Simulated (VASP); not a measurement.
# GaP (F-43m) in VASP: a series of runs, part 2 of 2

VASP 6.6.1. The steps go on from the part before.

## 4. Single point, PBE, spin-orbit coupling, no magnetisation

File INCAR:

```
ALGO = Normal
EDIFF = 1E-7
ENCUT = 340
GGA = PE
GGA_COMPAT = F
ISIF = 2
ISMEAR = 0
LASPH = T
LCHARG = F
LNONCOLLINEAR = T
LORBIT = 11
LREAL = F
LSORBIT = T
LWAVE = F
MAGMOM = 0 0 0 0 0 0
NBANDS = 34
NELM = 100
PREC = Accurate
SIGMA = 0.02
```

File KPOINTS:

```
k-points
0
Gamma
  5 5 5
```

File POSCAR:

```
GaP
1.0
    0.0000000000      2.7252500000      2.7252500000
    2.7252500000      0.0000000000      2.7252500000
    2.7252500000      2.7252500000      0.0000000000
Ga P
1 1
Direct
    0.0000000000      0.0000000000      0.0000000000
    0.7500000000      0.7500000000      0.7500000000
```

Potentials or basis: VASP PAW PBE potentials, release 64 (Ga_d, P).

Launch:

```sh
$ cat potpaw_PBE.64/Ga_d/POTCAR potpaw_PBE.64/P/POTCAR > POTCAR
$ mpirun -np 1 vasp_ncl > vasp.out
```

OUTCAR:

```text
EDIFF = 1E-7
   ENCUT = 340
   GGA = PE
   ISIF = 2
   ISMEAR = 0
   LASPH = T
   LNONCOLLINEAR = T
   LORBIT = 11
   LREAL = F
   LSORBIT = T
   NELM = 100
   PREC = Accurate

 Found     14 irreducible k-points:

 Following reciprocal coordinates:
            Coordinates               Weight
  0.000000  0.000000  0.000000      1.000000
  0.200000  0.000000  0.000000      4.000000
 -0.200000  0.000000  0.000000      4.000000
  0.400000  0.000000  0.000000      4.000000
 -0.400000  0.000000  0.000000      4.000000
  0.200000  0.200000  0.000000      6.000000
   k-points           NKPTS =     14   k-points in BZ     NKDIM =     14   number of bands    NBANDS=     34
   number of dos      NEDOS =    301   number of ions     NIONS =      2
   total plane-waves  NPLWV =  13824
   dimension x,y,z NGX =    24 NGY =   24 NGZ =   24
   dimension x,y,z NGXF=    48 NGYF=   48 NGZF=   48
   ions per type =               1   1
   NGX,Y,Z   is equivalent  to a cutoff of  10.35, 10.35, 10.35 a.u.
   NGXF,Y,Z  is equivalent  to a cutoff of  20.70, 20.70, 20.70 a.u.
 SYSTEM =  unknown system
   PREC   = accura    normal or accurate (medium, high low for compatibility)
   ISTART =      0    job   : 0-new  1-cont  2-samecut
   ICHARG =      2    charge: 1-file 2-atom 10-const
   ISPIN  =      1    spin polarized calculation?
   LNONCOLLINEAR =      T non collinear calculations
   LSORBIT =      T    spin-orbit coupling
   LASPH  =      T    aspherical Exc in radial PAW
   ENCUT  =  340.0 eV  24.99 Ry    5.00 a.u.   5.79  5.79  5.79*2*pi/ulx,y,z
   NELM   =    100;   NELMIN=  2; NELMDL= -5     # of ELM steps
   EDIFF  = 0.1E-06   stopping-criterion for ELM
   LREAL  =      F    real-space projection
   EDIFFG = 0.1E-05   stopping-criterion for IOM
   NSW    =      0    number of steps for IOM
   IBRION =     -1    ionic relax: 0-MD 1-quasi-New 2-CG
   NFREE  =      0    steps in history (QN), initial steepest desc. (CG)
   ISIF   =      2    stress and relaxation
   ISYM   =      2    0-nonsym 1-usesym 2-fastsym
   POTIM  = 0.5000    time-step for ionic-motion
   TEBEG  =    0.0;   TEEND  =   0.0 temperature during run
   PSTRESS=    0.0 pullay stress
   NELECT =      18.0000    total number of electrons
   NUPDOWN=      -1.0000    fix difference up-down
   EMIN   =  10.00;   EMAX   =-10.00  energy-range for DOS
   EFERMI =   0.00;   METHOD = LEGACY
   ISMEAR =     0;   SIGMA  =   0.02  broadening in eV -4-tet -1-fermi 0-gaus
   EFERMI_NEDOS =   21; number of points for ismear=-14 and -15
[... 269 lines left out ...]

  FREE ENERGIE OF THE ION-ELECTRON SYSTEM (eV)
  ---------------------------------------------------
  free  energy   TOTEN  =        -9.0786358922 eV

  energy  without entropy=       -9.0786358922  energy(sigma->0) =       -9.07863589

 Spin-Orbit-Coupling matrix elements

 Ion:    1  E_soc:     -0.0117533
 l=   1
     0.0000000    -0.0011068    -0.0011068
    -0.0011068     0.0000000    -0.0011068
    -0.0011068    -0.0011068     0.0000000
 l=   2
     0.0000000    -0.0001740     0.0000000    -0.0001740    -0.0006781
    -0.0001740     0.0000000    -0.0005085    -0.0001740    -0.0001695
     0.0000000    -0.0005085     0.0000000    -0.0005085     0.0000000
    -0.0001740    -0.0001740    -0.0005085     0.0000000    -0.0001695
    -0.0006781    -0.0001695     0.0000000    -0.0001695     0.0000000
 l=   3
     0.0000000     0.0000000     0.0000000     0.0000000     0.0000000     0.0000000     0.0000000
     0.0000000     0.0000000     0.0000000     0.0000000     0.0000000     0.0000000     0.0000000
     0.0000000     0.0000000     0.0000000     0.0000000     0.0000000     0.0000000     0.0000000
     0.0000000     0.0000000     0.0000000     0.0000000     0.0000000     0.0000000     0.0000000
     0.0000000     0.0000000     0.0000000     0.0000000     0.0000000     0.0000000     0.0000000
     0.0000000     0.0000000     0.0000000     0.0000000     0.0000000     0.0000000     0.0000000
     0.0000000     0.0000000     0.0000000     0.0000000     0.0000000     0.0000000     0.0000000

 Ion:    2  E_soc:     -0.0008683
 l=   1
     0.0000000    -0.0001447    -0.0001447
    -0.0001447     0.0000000    -0.0001447
    -0.0001447    -0.0001447     0.0000000
 l=   2
     0.0000000     0.0000000     0.0000000     0.0000000     0.0000000
     0.0000000     0.0000000     0.0000000     0.0000000     0.0000000
     0.0000000     0.0000000     0.0000000     0.0000000     0.0000000
     0.0000000     0.0000000     0.0000000     0.0000000     0.0000000
     0.0000000     0.0000000     0.0000000     0.0000000     0.0000000
 l=   3
     0.0000000     0.0000000     0.0000000     0.0000000     0.0000000     0.0000000     0.0000000
     0.0000000     0.0000000     0.0000000     0.0000000     0.0000000     0.0000000     0.0000000
     0.0000000     0.0000000     0.0000000     0.0000000     0.0000000     0.0000000     0.0000000
     0.0000000     0.0000000     0.0000000     0.0000000     0.0000000     0.0000000     0.0000000
     0.0000000     0.0000000     0.0000000     0.0000000     0.0000000     0.0000000     0.0000000
     0.0000000     0.0000000     0.0000000     0.0000000     0.0000000     0.0000000     0.0000000
     0.0000000     0.0000000     0.0000000     0.0000000     0.0000000     0.0000000     0.0000000

 total charge

# of ion       s       p       d       tot
------------------------------------------
    1        0.856   0.853  10.011  11.720
    2        1.016   1.534   0.000   2.550
--------------------------------------------------
tot          1.872   2.387  10.011  14.270

 magnetization (x)

# of ion       s       p       d       tot
------------------------------------------
    1       -0.000  -0.000   0.000  -0.000
    2        0.000  -0.000   0.000  -0.000
--------------------------------------------------
tot          0.000  -0.000   0.000  -0.000

 magnetization (y)

# of ion       s       p       d       tot
------------------------------------------
    1        0.000   0.000  -0.000   0.000
    2        0.000  -0.000   0.000  -0.000
--------------------------------------------------
tot          0.000  -0.000  -0.000  -0.000

 magnetization (z)

# of ion       s       p       d       tot
------------------------------------------
    1       -0.000   0.000   0.000   0.000
    2        0.000   0.000   0.000   0.000
--------------------------------------------------
tot          0.000   0.000   0.000   0.000
```

OSZICAR:

```text
N       E                     dE             d eps       ncg     rms          rms(c)
DAV:   1     0.103799097065E+03    0.10380E+03   -0.63718E+03  1090   0.125E+03
DAV:   2     0.439700428354E+01   -0.99402E+02   -0.93036E+02   960   0.317E+02
DAV:   3    -0.895383333786E+01   -0.13351E+02   -0.13156E+02  1198   0.903E+01
DAV:   4    -0.934819489213E+01   -0.39436E+00   -0.39343E+00  1058   0.166E+01
DAV:   5    -0.935680529349E+01   -0.86104E-02   -0.86077E-02  1196   0.236E+00    0.429E+00
DAV:   6    -0.910308665976E+01    0.25372E+00   -0.27493E-01  1394   0.984E+00    0.269E+00
DAV:   7    -0.907735524037E+01    0.25731E-01   -0.13608E-01  1102   0.233E+00    0.118E+00
DAV:   8    -0.907840735487E+01   -0.10521E-02   -0.21292E-02  1156   0.212E+00    0.246E-01
DAV:   9    -0.907842413889E+01   -0.16784E-04   -0.25180E-03  1302   0.919E-01    0.126E-01
DAV:  10    -0.907853832793E+01   -0.11419E-03   -0.37420E-04  1286   0.190E-01    0.362E-02
DAV:  11    -0.907860358428E+01   -0.65256E-04   -0.64786E-05  1050   0.102E-01    0.162E-02
DAV:  12    -0.907863591733E+01   -0.32333E-04   -0.44922E-05  1068   0.353E-02    0.884E-03
DAV:  13    -0.907863589219E+01    0.25140E-07   -0.83478E-07  1216   0.750E-03
   1 F= -.90786359E+01 E0= -.90786359E+01  d E =-.457572E-36  mag=     0.0000     0.0000    -0.0000
```

stdout:

```text
POSCAR found type information on POSCAR GaP
 POSCAR found :  2 types and       2 ions
 scaLAPACK will be used
 LDA part: xc-table for (Slater+PW92), standard interpolation
 POSCAR, INCAR and KPOINTS ok, starting setup
 FFT: planning ... GRIDC
 FFT: planning ... GRID_SOFT
 FFT: planning ... GRID
 WAVECAR not read
 entering main loop
```

It took 14 s on 1 thread of AMD EPYC 9R45 (Zen 5), shared host; peak memory 0.17 GiB.

These settings aren't checked as converged: the numbers below hold their error.

Results:

```
Free energy                                           : -9.0786 eV
Pressure                                              : 2.4 GPa
Valence electrons inside the program's atomic spheres : Ga 11.72; P 2.55
```

Caveat: the k mesh is coarse (spacing up to 0.40 Å⁻¹), so the values aren't converged; the cutoff is under 1.25 times the usual one of these potentials, so pressure, stress and relaxed cells hold a basis-set (Pulay) error.

## 5. Single point, PBE, spin-orbit coupling, no magnetisation

INCAR, as its differences from that of step 4:

```diff
@@ -2,3 +2,3 @@
 EDIFF = 1E-7
-ENCUT = 340
+ENCUT = 280
 GGA = PE
```

File KPOINTS:

```
k-points
0
Gamma
  6 6 6
```

POSCAR is that of step 4.

Launch:

```sh
$ cat potpaw_PBE.64/Ga_d/POTCAR potpaw_PBE.64/P/POTCAR > POTCAR
$ mpirun -np 1 vasp_ncl > vasp.out
```

It took 20 s on 1 thread of AMD EPYC 9R45 (Zen 5), shared host; peak memory 0.17 GiB.

The run converged, but a check on its numbers failed (symmetry, net force, bounds or a known fault of this set-up), so they aren't taken as properties of the crystal.

Caveat: the cutoff lies under the usual one of these potentials, so the numbers hold a large basis-set error.

## 6. The reference run

An earlier run on the cell as given: functional PBE; potentials or basis VASP PAW PBE potentials, release 64 (Ga_d, P); cutoff 520 eV; k mesh 8 × 8 × 8; occupations fermi-dirac, width 0.05 eV; no spin polarisation.

* Pressure: 2.5 GPa
* Band gap on the k mesh: 1.64 eV, indirect (least direct gap 1.83 eV)
